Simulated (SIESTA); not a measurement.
A run of SIESTA 5.4.2:

MnO.fdf

```
SystemName                      MnO
SystemLabel                     MnO
NumberOfSpecies                 2
NumberOfAtoms                   2
%block ChemicalSpeciesLabel
  1  25 Mn
  2   8 O
%endblock ChemicalSpeciesLabel

LatticeConstant                 1.0 Ang
%block LatticeVectors
     0.0000000000     2.2220003300     2.2220003300
     2.2220003300     0.0000000000     2.2220003300
     2.2220003300     2.2220003300     0.0000000000
%endblock LatticeVectors
AtomicCoordinatesFormat         Fractional
%block AtomicCoordinatesAndAtomicSpecies
     0.0000000000     0.0000000000     0.0000000000  1  Mn
     0.5000000000     0.5000000000     0.5000000000  2  O
%endblock AtomicCoordinatesAndAtomicSpecies

%block kgrid.MonkhorstPack
   10   0   0  0.0
    0  10   0  0.0
    0   0  10  0.0
%endblock kgrid.MonkhorstPack
XC.Functional                   GGA
XC.Authors                      PBE
PAO.BasisSize                   DZP
PAO.EnergyShift                 0.003 Ry
Mesh.Cutoff                     800 Ry
Spin                            polarized
%block DM.InitSpin
    1   4.000
    2   0.000
%endblock DM.InitSpin
Spin.Fix                        true
Spin.Total                      4.00
OccupationFunction              FD
ElectronicTemperature           0.05 eV
MaxSCFIterations                200
SCF.MustConverge                false
SCF.Mixer.Method                Pulay
SCF.Mixer.Weight                0.1
SCF.Mixer.History               10
SCF.DM.Tolerance                5.0e-05
SCF.H.Tolerance                 1.0e-03 eV
WriteForces                     true
Charge.Mulliken                 end
%block PAO.Basis
  Mn 5
  n=3 0 2
    2.732 0.000
  n=4 0 2
    7.626 0.000
  n=3 1 2
    3.070 0.000
  n=4 1 1
    7.626
  n=3 2 2
    5.108 0.000
%endblock PAO.Basis
```

Potentials or basis: PseudoDojo 0.4 standard (PBE files), DZP (energy shift 0.003 Ry; two zetas on semicore shells).

Command:

```console
$ siesta < MnO.fdf > MnO.out 2>&1
```

Hardware: 1 thread of Intel(R) Xeon(R) 6975P-C (Granite Rapids) (shared host).

Task: Estimate the wall time of this run.

Result: Wall time 51 s on 1 thread of Intel(R) Xeon(R) 6975P-C (Granite Rapids), on a shared host, peak memory 0.28 GiB. Counts: scf iterations 11, k points 560, bands 36.
